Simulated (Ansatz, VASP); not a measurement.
Given: the input of a run of Ansatz 0.2.0 on BeTe.

Contents of input.yaml:

```yaml
crystal:
  lattice:
    - [0.0, 2.77, 2.77]
    - [2.77, 0.0, 2.77]
    - [2.77, 2.77, 0.0]
  atoms:
    - { symbol: Te, position: [0.75, 0.75, 0.75] }
    - { symbol: Be, position: [0.0, 0.0, 0.0] }
hamiltonian:
  xc: pbe
  pseudopotentials: { kind: paw }
kpoints:
  mp_grid: { grid: [8, 8, 8] }
scf:
  occupations: { method: gaussian, width: 0.015 }
output:
  forces: true
  stress: true
  eigenvalues: true
```

Potentials or basis: Ansatz PAW.

Run with:

```sh
$ ansatz run input.yaml --threads 2 --pin off --max-ram 5632MiB --backend cpu --events-out ev --progress --plain --runs-dir out
```

**Question.** Set up the same calculation for VASP 6.6.1. Potentials there: VASP PAW PBE potentials, release 64 (Te, Be).

**Answer.** As run (the cutoff follows the program's own potentials):

Contents of INCAR:

```
ALGO = Normal
EDIFF = 1E-6
ENCUT = 520
GGA = PE
ISIF = 2
ISMEAR = 0
LASPH = T
LCHARG = F
LREAL = F
LWAVE = F
NELM = 80
PREC = Accurate
SIGMA = 0.015
```

Contents of KPOINTS:

```
k-points
0
Gamma
  8 8 8
```

File POSCAR:

```
BeTe
1.0
    0.0000000000      2.7700000000      2.7700000000
    2.7700000000      0.0000000000      2.7700000000
    2.7700000000      2.7700000000      0.0000000000
Te Be
1 1
Direct
    0.7500000000      0.7500000000      0.7500000000
    0.0000000000      0.0000000000      0.0000000000
```

Potentials or basis: VASP PAW PBE potentials, release 64 (Te, Be).

The run is started by

```bash
$ cat potpaw_PBE.64/Te/POTCAR potpaw_PBE.64/Be/POTCAR > POTCAR
$ mpirun -np 1 vasp_std > vasp.out
```

Both were run:

|  | VASP | Ansatz | Ansatz less VASP |
| --- | --- | --- | --- |
| gap on the k mesh at the Fermi level (eV) | 1.85 | 1.86 | +0.016 |
| least direct gap on the mesh (eV) | 3.56 | 3.59 | +0.022 |
| pressure (GPa) | 4.5 | 4.3 | -0.18 |

With one functional, cell and mesh, what is left measures potentials, basis and numerics. The two sets of potentials don't hold the same shells in valence.

Caveats: spin-orbit coupling is left out, which moves the levels of the heavy elements. A k mesh can miss the band edges. A hybrid or GW would open this gap; PBE tends to underestimate it.
